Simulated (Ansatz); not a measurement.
**Ti (Fm-3m), work and stress of cleavage**

These are results of DFT r2SCAN, scalar-relativistic, plane waves, PAW in Ansatz 0.2.0, not measurements. Cutoff 500 eV, Γ-centred 23×23×5 k-points, Gaussian smearing of 0.15 eV. No spin polarisation. Energies are free energies at this smearing, counted from the undisturbed cell; pressure is positive in compression.

The starting cell (relaxed at this level; this fcc form isn't the usual structure):

```
CELL_PARAMETERS angstrom
2.05515 -2.05515 0.00000
2.05515 0.00000 -2.05515
8.22061 8.22061 8.22061
ATOMIC_POSITIONS crystal
Ti 0.66667 0.66667 0.08332
Ti 0.00000 0.00000 0.91665
Ti 0.33333 0.33333 0.24998
Ti 0.66667 0.66667 0.58332
Ti 0.00000 0.00000 0.41665
Ti 0.33333 0.33333 0.74998
```

The cut lies on the cell's a–b face, a (1 1 1) plane (indices in the standard cell, whose axes needn't be the Cartesian ones shown) of area 7.32 Å², between layers 2.37 Å apart. Vector c is lengthened by d along the normal with the atoms' Cartesian places fixed: one unrelaxed cut a cell. The traction is positive where the two halves pull on each other.

```
d (Å) energy (J/m²) traction (GPa)
-0.30           0.38           -30.0
-0.15           0.08           -11.6
 0.00           0.00             0.0
 0.25           0.16            11.9
 0.50           0.55            18.6
 0.75           1.06            21.5
 1.00           1.60            21.6
 1.50           2.58            16.8
 2.00           3.27            11.0
 3.00           3.95             3.7
 4.50           4.21             0.6
 6.00           4.25             0.1
```

**Question.** What are the work of separation and the cleavage stress, and do they fit the universal binding curve?

**Answer.** The energy levels off near W ≈ 4.25 J/m² (the traction is down to 0.1 GPa), the energy of the two unrelaxed faces, 2.13 J/m² each on average. The largest sampled traction is 21.6 GPa at d = 1.00 Å, and a parabola through it and its two neighbours peaks at σ_max ≈ 21.8 GPa, d ≈ 0.89 Å. The curve E = W[1 − (1 + d/ℓ)exp(−d/ℓ)] peaks in traction at d = ℓ with σ_max = W/(eℓ); with 1 J/m² per Å = 10 GPa this W and σ_max give ℓ = 0.72 Å. A parabola through that curve at the same three d peaks at 0.51 Å, against 0.89 Å here, so the traction peaks further out than on that curve. Real crystals break at far lower stress, because cracks concentrate it, and on the plane of lowest W, which needn't be this one.

The cut is rigid; relaxing the faces lowers these energies and usually the stresses.

In a metal these slopes depend on the k mesh and the smearing.

Cost: 12 runs of about 16 core-minutes in all, on Intel Xeon 6975P-C (Granite Rapids) (shared hosts).